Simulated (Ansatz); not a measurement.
# Mo (211): surface energy and levels

The task, for Mo: compute energy, relaxation and work function or band edges of the (211) face.

Program: Ansatz 0.2.0. Level of theory: DFT PBEsol, scalar-relativistic, plane waves, PAW. These are calculated values, not measurements.

1 further run of the same task is left out (set aside as unsound or not needed).

**1. The starting structure**

Symmetry: Im-3m, No. 229, cubic system. The conventional cell has a = 3.129 Å, b = 3.129 Å, c = 3.129 Å, α = 90.00°, β = 90.00°, γ = 90.00°. Mo (site symmetry m-3m) is surrounded by 8 Mo at 2.71 Å.

Coordinates:

```cif
data_structure
_symmetry_space_group_name_H-M 'Im-3m'
_symmetry_Int_Tables_number 229
_cell_length_a 3.1293
_cell_length_b 3.1293
_cell_length_c 3.1293
_cell_angle_alpha 90.000
_cell_angle_beta 90.000
_cell_angle_gamma 90.000
_cell_volume 30.64
loop_
_atom_site_label
_atom_site_type_symbol
_atom_site_symmetry_multiplicity
_atom_site_Wyckoff_symbol
_atom_site_fract_x
_atom_site_fract_y
_atom_site_fract_z
_atom_site_occupancy
Mo1 Mo 2 a 0.00000 0.00000 0.00000 1
```

This cell was relaxed beforehand with the same method: volume 15.32 Å³/atom, gap on the mesh none (metal).

**2. The bulk in the cell of the plane**

Contents of input.yaml:

```yaml
crystal:
  lattice:
    - [2.710043019, 0.0, 0.0]
    - [0.0, 4.4254817183, 0.0]
    - [0.903347673, 2.2127408592, 1.2775265307]
  atoms:
    - { symbol: Mo, position: [0.0, 0.0, 0.0] }
basis:
  ecutwfc: 420
kpoints:
  mp_grid: { grid: [13, 8, 26] }
hamiltonian:
  xc: pbesol
scf:
  occupations: { method: gaussian, width: 0.1 }
output:
  forces: true
  stress: true
  eigenvalues: true
```

Run with:

```sh
$ ansatz run input.yaml --threads 2 --pin off --max-ram 5120MiB --backend cpu --events-out ev --progress --plain --runs-dir out
```

Standard output:

```text
[... 28 lines left out ...]
SCF 1 converged in 6 iterations: F = -4897.473043 eV  dr2 = 2.96e-11
SCF converged after 6 iterations
Free energy (F): -4897.473043 eV
Harris-Foulkes:  -4897.473043 eV  (|F-HF|=1.00e-11)
Internal energy: -4897.470150 eV  (E = F + TS)
E sigma→0 (E₀):  -4897.471596 eV
Entropy (-TS):   -0.002893 eV (-2.893 meV/atom)
Fermi energy:    21.490560 eV
--- Per-component energies (eV) ---
  E_band       = -49.715242
  E_kinetic    = 441.615433
  E_local      = -770.505321  (includes V_loc(G=0)·N_el)
  E_nonlocal   = 144.538321
  E_hartree    = 254.352377
  E_xc         = -182.722444
  E_vxc        = -228.893817  (∫ρ·V_xc dr)
  E_paw        = -3143.830676  (= ΣΔE_a)
  E_vpaw       = -145.174789  (= ΣTr[D̂ρ^β])
  E_aug_tail   = 0.000041  (compensation charges beyond the density's cutoff)
  E_ewald      = -1641.127179
  E_core_change = 0.209299  (= ΣΔE_core)
  E_smearing   = -0.002893  (= −TS)
  E_closure    = 0.000000  (closes the sum)
  Σ components = -4897.473043   (vs F -4897.473043, Δ=0.00e0)
--- Forces (eV/Å), atoms counted from 1 ---
  atom   1  Mo     0.00000000     0.00000000     0.00000000
  max |Σ_I F_I| component: 0.00e0 eV/Å
--- Stress (GPa, compression-positive) ---
       -0.108696       0.097941       0.158154
        0.097941       0.237137       0.041515
        0.158154       0.041515       0.302064
  P = ⅓ Tr σ = 0.1435 GPa (1.435 kbar)
--- Band table (eV; the first three rows and the last of 1354) ---
  k-point 0: bands = ["-39.7394", "-12.9751", "-12.9710", "-12.9666", "14.1283", "20.0542", "20.0577", "20.0627", "23.1434", "23.1455", "36.1553"]
  k-point 1: bands = ["-39.7272", "-13.0403", "-12.9853", "-12.9788", "14.3293", "19.9640", "20.0084", "20.2589", "22.9710", "23.1525", "36.3076"]
  k-point 2: bands = ["-39.6926", "-13.2344", "-13.0290", "-12.9970", "14.8915", "19.7115", "19.8283", "20.8577", "22.5994", "23.2177", "36.7256"]
  k-point 1353: bands = ["-39.4535", "-14.3986", "-13.4588", "-13.0290", "16.2588", "18.1950", "21.5384", "22.9629", "24.6144", "26.2028", "33.6329"]
```

It took 5.7 s on 2 threads of Intel Xeon Platinum 8488C (Sapphire Rapids), shared host; peak memory 0.54 GiB.

Bulk reference and slab share their plane, in-plane mesh and smearing. Its energy with the smearing taken to zero: -4897.4716 eV/atom.

**3. Cutting the (211) slab**

Miller indices refer to the conventional cell of the relaxed bulk, Im-3m (No. 229): a = 3.129 Å, b = 3.129 Å, c = 3.129 Å, α = 90.00°, β = 90.00°, γ = 90.00°.

The slab is a (211) slab, 12.8 Å thick as cut, with 15 Å of vacuum; its outer planes are Mo (top) and Mo (bottom).

The slab as cut. Layers, bottom to top:

```
plane  atoms per cell  height over the lowest (Å)
    1              Mo                        0.00
    2              Mo                        1.28
    3              Mo                        2.56
    4              Mo                        3.83
    5              Mo                        5.11
    6              Mo                        6.39
    7              Mo                        7.67
    8              Mo                        8.94
    9              Mo                       10.22
   10              Mo                       11.50
   11              Mo                       12.78
```

**4. Single point on the unrelaxed (211) slab**

A dipole layer in the vacuum cancels the field that periodic copies would set up if the slab's two faces differ.

Contents of input.yaml:

```yaml
crystal:
  lattice:
    - [2.710043019, 0.0, 0.0]
    - [0.0, 4.4254817183, 0.0]
    - [0.0, 0.0, 27.7752653068]
  atoms:
    - { symbol: Mo, position: [0.3333333333, 0.5, 0.2700244234] }
    - { symbol: Mo, position: [0.6666666667, 0.0, 0.3160195387] }
    - { symbol: Mo, position: [0.0, 0.5, 0.3620146541] }
    - { symbol: Mo, position: [0.3333333333, 0.0, 0.4080097694] }
    - { symbol: Mo, position: [0.6666666667, 0.5, 0.4540048847] }
    - { symbol: Mo, position: [0.0, 0.0, 0.5] }
    - { symbol: Mo, position: [0.3333333333, 0.5, 0.5459951153] }
    - { symbol: Mo, position: [0.6666666667, 0.0, 0.5919902306] }
    - { symbol: Mo, position: [0.0, 0.5, 0.6379853459] }
    - { symbol: Mo, position: [0.3333333333, 0.0, 0.6839804613] }
    - { symbol: Mo, position: [0.6666666667, 0.5, 0.7299755766] }
basis:
  ecutwfc: 420
kpoints:
  mp_grid: { grid: [13, 8, 1] }
hamiltonian:
  xc: pbesol
scf:
  occupations: { method: gaussian, width: 0.1 }
output:
  forces: true
  stress: true
  eigenvalues: true
efield:
  axis: 3
  dipole_correction: true
```

Run with:

```sh
$ ansatz run input.yaml --threads 2 --pin off --max-ram 5120MiB --backend cpu --events-out ev --progress --plain --runs-dir out
```

Standard output:

```text
Warning: RAYON_NUM_THREADS=2 ignored (pool sized by the plan → 2); use --threads N
Engine: ansatz 0.2.0, x86_64-unknown-linux-gnu
Pseudopotentials: kind: paw
Pseudopotential: Mo, paw, valence charge 14, recommended cutoff 420 eV (normal), Mo.paw.azcp
Functional definition: PBEsol
  exchange = pbesol_x
  correlation = pbesol_c
Crystal: 11 atoms, lattice volume = 333.116 Å³
Basis set: ecut = 420 eV, 6591 PW (Γ), exchange–correlation on 40×60×384 points (8 copies of the dense FFT grid, shifted against one another)
Bands: 93, of which v1, the nominal top of the filled ones, is band 77 counted from 1 (76 counted from 0)
Symmetry: 2 space group operations
k-points: 35 of 104 (time reversal used)
Non-local potential: Mo, projectors of the file, l = 0: 3, l = 1: 2, l = 2: 2, l = 3: 1
PAW form: soft (Blöchl's): semilocal exchange-correlation on the pseudo side does not see the compensation charge
PAW frozen core: Mo, regenerated for the run's functional, and the local potential with it (the file was generated under x = pbe(κ = 0.804, μ = 0.2195149727645171), c = pbe(β = 0.06672455060314922))
PAW one-centre angular grid: Mo, 590 points (default); XC on 64 Gauss nodes
Initial density: superposition of atomic densities (neutral atoms: chi_scale 0, normalization atom), corrected by the library's trained network
Initial wavefunctions: pseudopotential atomic-orbital guess
Functional: x = pbesol(κ = 0.804, μ = 0.12345679012345678), c = pbesol(β = 0.046)
SCF iter   1: F=—  HF=-53866.881981 eV  |F-HF|=—  |Δ(HF+E_count)|=         —  Δρ=5.60e-3  dr2=3.59e-1  ethr=1.77e-3  p=0.000 e·Å  D=2.61e-13 V/Å  ΔV_dip=-0.00 eV  dr2_dipole=9.91e-12  V_vac-E_F(+/−)=4.01/4.02 eV  ⟨swp⟩=8.7  Hψ=15404  notcnv=0
efield: sawtooth ramp at fractional position 0.9500 (placed from the atoms, in the widest stretch of the axis that holds none; the zero of the levels goes with the place), width 0.1000; the density the first Hamiltonian is built on has a dipole p = 0.000 e·Å; the dipole correction subtracts the counter field D = 2.61e-13 V/Å, which shifts the + side's vacuum level by -0.00 eV against the − side's; the planar-averaged density in the ramp window peaks in size at 6.4e-5 e/Å³
preconditioner: auto → LDOS  [metal: Δε(μ)=0.016 eV  Ē_g=4.036 eV  σ=0.100 eV  W_gap=0.09  n_scr=64 (ndim 8)  ℏωp=16.5 eV  f_vac=0.431  D(μ)=7.64/eV (n_scr^D=44)  β→1.0]
SCF iter   2: F=—  HF=-53866.869657 eV  |F-HF|=—  |Δ(HF+E_count)|=   1.23e-2  Δρ=3.11e-3  dr2=5.46e-2  ethr=2.33e-4  p=0.000 e·Å  D=1.73e-6 V/Å  ΔV_dip=-0.00 eV  dr2_dipole=3.28e-10  V_vac-E_F(+/−)=4.11/4.11 eV  ⟨swp⟩=2.0  Hψ=5192  notcnv=0  defer=255
SCF iter   3: F=—  HF=-53866.861455 eV  |F-HF|=—  |Δ(HF+E_count)|=   8.20e-3  Δρ=9.96e-4  dr2=8.86e-3  ethr=3.54e-5  p=0.000 e·Å  D=6.12e-7 V/Å  ΔV_dip=-0.00 eV  dr2_dipole=9.32e-10  V_vac-E_F(+/−)=4.10/4.10 eV  ⟨swp⟩=2.9  Hψ=5081  notcnv=0  defer=255
SCF iter   4: F=—  HF=-53866.860642 eV  |F-HF|=—  |Δ(HF+E_count)|=   8.13e-4  Δρ=2.13e-4  dr2=3.63e-4  ethr=5.75e-6  p=0.000 e·Å  D=6.04e-7 V/Å  ΔV_dip=-0.00 eV  dr2_dipole=3.39e-10  V_vac-E_F(+/−)=4.11/4.11 eV  ⟨swp⟩=2.6  Hψ=4418  notcnv=0  defer=255
SCF iter   5: F=—  HF=-53866.860602 eV  |F-HF|=—  |Δ(HF+E_count)|=   3.99e-5  Δρ=5.95e-5  dr2=4.67e-5  ethr=2.35e-7  p=0.000 e·Å  D=4.29e-7 V/Å  ΔV_dip=-0.00 eV  dr2_dipole=1.06e-10  V_vac-E_F(+/−)=4.12/4.12 eV  ⟨swp⟩=2.5  Hψ=4642  notcnv=0  defer=255
SCF iter   6: F=—  HF=-53866.860987 eV  |F-HF|=—  |Δ(HF+E_count)|=   3.85e-4  Δρ=3.34e-5  dr2=1.00e-5  ethr=3.03e-8  p=0.000 e·Å  D=1.58e-7 V/Å  ΔV_dip=-0.00 eV  dr2_dipole=1.83e-12  V_vac-E_F(+/−)=4.13/4.13 eV  ⟨swp⟩=3.0  Hψ=4986  notcnv=0  defer=10
SCF iter   7: F=—  HF=-53866.860986 eV  |F-HF|=—  |Δ(HF+E_count)|=   4.40e-7  Δρ=9.79e-6  dr2=6.05e-7  ethr=6.49e-9  p=0.000 e·Å  D=6.82e-8 V/Å  ΔV_dip=-0.00 eV  dr2_dipole=1.89e-12  V_vac-E_F(+/−)=4.14/4.14 eV  ⟨swp⟩=2.5  Hψ=4780  notcnv=0  defer=3
SCF iter   8: F=-53866.860987 eV  HF=-53866.860987 eV  |F-HF|=3.81e-8  |Δ(HF+E_count)|=   2.60e-7  Δρ=3.65e-6  dr2=7.97e-8  ethr=6.49e-11  p=0.000 e·Å  D=2.65e-8 V/Å  ΔV_dip=-0.00 eV  dr2_dipole=1.40e-12  V_vac-E_F(+/−)=4.14/4.14 eV  ⟨swp⟩=14.7  Hψ=16635  notcnv=0
SCF 1 converged in 8 iterations: F = -53866.860987 eV  dr2 = 7.97e-8
SCF converged after 8 iterations
Free energy (F): -53866.860987 eV
Harris-Foulkes:  -53866.860987 eV  (|F-HF|=3.81e-8)
Internal energy: -53866.822299 eV  (E = F + TS)
E sigma→0 (E₀):  -53866.841643 eV
Entropy (-TS):   -0.038688 eV (-3.517 meV/atom)
Fermi energy:    8.878381 eV
Dipole field:    D = -0.000001 V/Å  (p = -0.000002 e·Å, saw-weighted, corrected)
Work function:   Φ+ = 4.1380 eV   Φ− = 4.1380 eV
Levels:          The Fermi level and band energies are counted from a zero that moves with the ramp; work functions are not
--- Per-component energies (eV) ---
  E_band       = -2470.387674
  E_kinetic    = 4843.496466
  E_local      = -210878.378093  (includes V_loc(G=0)·N_el)
  E_nonlocal   = 1594.801480
  E_hartree    = 103036.196694
  E_xc         = -2000.209015
  E_vxc        = -2504.886351  (∫ρ·V_xc dr)
  E_paw        = -34582.758264  (= ΣΔE_a)
  E_vpaw       = -1597.829813  (= ΣTr[D̂ρ^β])
  E_aug_tail   = 0.000442  (compensation charges beyond the density's cutoff)
  E_efield     = 0.000000  (sawtooth field / dipole correction)
  E_vefield    = 0.000000  (∫n·V_field dr)
  E_ewald      = 84117.725699
  E_core_change = 2.302293  (= ΣΔE_core)
  E_smearing   = -0.038688  (= −TS)
  E_closure    = -0.000000  (closes the sum)
  Σ components = -53866.860987   (vs F -53866.860987, Δ=0.00e0)
--- Forces (eV/Å), atoms counted from 1 ---
  atom   1  Mo    -0.07896699     0.00000000     1.78820927
  atom   2  Mo    -0.18768072     0.00000000    -0.90711924
  atom   3  Mo     0.32755446    -0.00000000    -0.75872300
  atom   4  Mo    -0.02623239     0.00000000    -0.23264375
  atom   5  Mo     0.00182358    -0.00000000     0.15556957
  atom   6  Mo     0.00000018    -0.00000000     0.00000006
  atom   7  Mo    -0.00182356     0.00000000    -0.15556976
  atom   8  Mo     0.02623227     0.00000000     0.23264395
  atom   9  Mo    -0.32755420     0.00000000     0.75872303
  atom  10  Mo     0.18768082    -0.00000000     0.90711975
  atom  11  Mo     0.07896674    -0.00000000    -1.78820906
  max |Σ_I F_I| component: 8.21e-7 eV/Å
--- Stress (GPa, compression-positive) ---
       -4.566954       0.000000       0.262393
        0.000000      -3.956836       0.000000
        0.262392       0.000000      -3.350157
  P = ⅓ Tr σ = -3.9580 GPa (-39.580 kbar)
--- Band table (eV; the first three rows and the last of 35) ---
  k-point 0: bands = ["-52.3452", "-52.3137", "-52.2326", "-52.1360", "-52.0637", "-52.0573", "-52.0544", "-52.0346", "-52.0295", "-51.9214", "-51.9213", "-27.0501", "-26.9513", "-26.7718", "-26.7703", "-26.7273", "-26.6169", "-26.5482", "-26.5162", "-26.3426", "-26.3355", "-26.2761", "-26.1657", "-26.1257", "-26.0775", "-26.0405", "-25.9758", "-25.8115", "-25.7961", "-25.7960", "-25.7796", "-25.7492", "-25.7211", "-25.6706", "-25.6688", "-25.6631", "-25.6360", "-25.6112", "-25.6093", "-25.5982", "-25.5861", "-25.5806", "-25.4618", "-25.4613", "1.7680", "2.4294", "3.3455", "3.6234", "4.1466", "4.2684", "4.7044", "4.8063", "4.8520", "5.0722", "5.1297", "5.4523", "5.7045", "5.9507", "5.9908", "6.0475", "6.3636", "6.4703", "6.5813", "6.6638", "6.7376", "6.9388", "6.9923", "7.0595", "7.0820", "7.1003", "7.1964", "7.3795", "7.4285", "7.4867", "7.6823", "8.0034", "8.2347", "8.7201", "9.0583", "9.1665", "9.7298", "9.7523", "10.0409", "10.0496", "10.0518", "10.3643", "10.4303", "10.5056", "10.5176", "10.5632", "10.6084", "10.6885", "10.7338"]
  k-point 1: bands = ["-52.3354", "-52.3054", "-52.2264", "-52.1329", "-52.0714", "-52.0589", "-52.0562", "-52.0401", "-52.0322", "-51.9260", "-51.9260", "-27.0018", "-26.9208", "-26.8314", "-26.8071", "-26.7888", "-26.6812", "-26.5023", "-26.4454", "-26.3587", "-26.2716", "-26.2656", "-26.1440", "-26.1109", "-26.0633", "-26.0539", "-25.9691", "-25.8472", "-25.8330", "-25.7787", "-25.7688", "-25.7448", "-25.7025", "-25.6876", "-25.6868", "-25.6601", "-25.6376", "-25.6304", "-25.6153", "-25.5941", "-25.5875", "-25.5802", "-25.4601", "-25.4593", "1.9388", "2.5727", "3.4107", "3.6930", "4.0939", "4.2778", "4.4453", "4.6352", "4.7815", "4.9898", "5.0692", "5.5083", "5.7360", "5.8305", "5.8484", "6.0062", "6.1120", "6.2418", "6.5237", "6.7787", "6.9772", "7.0428", "7.0915", "7.1850", "7.2358", "7.3206", "7.4188", "7.5000", "7.5626", "7.6637", "7.8643", "7.8864", "8.4080", "8.6932", "9.0066", "9.2794", "9.8460", "9.8869", "10.0133", "10.1166", "10.1346", "10.2256", "10.3881", "10.4185", "10.4417", "10.5127", "10.5356", "10.5749", "10.6302"]
  k-point 2: bands = ["-52.3078", "-52.2826", "-52.2095", "-52.1269", "-52.0965", "-52.0731", "-52.0614", "-52.0441", "-52.0357", "-51.9379", "-51.9378", "-26.9338", "-26.9139", "-26.8617", "-26.8466", "-26.8178", "-26.7628", "-26.5521", "-26.3767", "-26.3113", "-26.2101", "-26.1735", "-26.1489", "-26.0631", "-26.0499", "-25.9994", "-25.9931", "-25.9186", "-25.8572", "-25.8025", "-25.7983", "-25.7482", "-25.7380", "-25.7160", "-25.6737", "-25.6637", "-25.6498", "-25.6264", "-25.6092", "-25.5980", "-25.5817", "-25.5741", "-25.4580", "-25.4569", "2.4202", "2.9778", "3.5811", "3.8591", "3.8609", "4.0090", "4.2570", "4.4279", "4.5688", "4.9412", "4.9850", "5.6273", "5.6430", "5.6788", "5.8575", "5.8835", "5.9150", "6.0914", "6.3392", "6.6440", "6.9815", "7.0094", "7.0976", "7.1167", "7.2650", "7.4686", "7.5708", "7.7929", "8.1085", "8.1245", "8.2669", "8.5771", "8.6203", "8.8411", "9.3170", "9.5922", "9.8459", "9.9140", "9.9808", "10.0049", "10.1530", "10.2250", "10.2834", "10.2882", "10.3035", "10.4174", "10.4217", "10.4921", "10.5106"]
  k-point 34: bands = ["-52.1103", "-52.1072", "-52.0451", "-52.0264", "-52.0134", "-51.9792", "-51.9774", "-51.9236", "-51.9220", "-51.8410", "-51.8410", "-27.0599", "-27.0405", "-26.9922", "-26.9445", "-26.8629", "-26.8246", "-26.8132", "-26.7651", "-26.7093", "-26.6329", "-26.6047", "-26.4217", "-26.4083", "-26.3368", "-26.3281", "-26.3037", "-26.2404", "-26.1630", "-26.1569", "-26.1000", "-26.0783", "-26.0501", "-26.0459", "-26.0343", "-25.9652", "-25.9052", "-25.8524", "-25.7901", "-25.7540", "-25.7081", "-25.6756", "-25.6313", "-25.6125", "3.6063", "3.6207", "4.1105", "4.1384", "4.5683", "4.6305", "4.7819", "4.8141", "5.1255", "5.2529", "5.3205", "5.4262", "5.4689", "5.5377", "5.5743", "5.8885", "5.9057", "5.9385", "6.1189", "6.1484", "6.3277", "6.4930", "7.0423", "7.0490", "7.3414", "7.4599", "7.6802", "7.8590", "8.1619", "8.4198", "8.4543", "9.1976", "9.3961", "9.4812", "9.6310", "9.8761", "9.9097", "9.9653", "10.0956", "10.1174", "10.1528", "10.3686", "10.4616", "10.5782", "11.0148", "11.2238", "11.6140", "11.7054", "12.0254"]
```

It took 41 s on 2 threads of Intel Xeon Platinum 8488C (Sapphire Rapids), shared host; peak memory 1.1 GiB.

Read from this run: work function 4.14 eV.

(Part 1 of 2 ends here.)
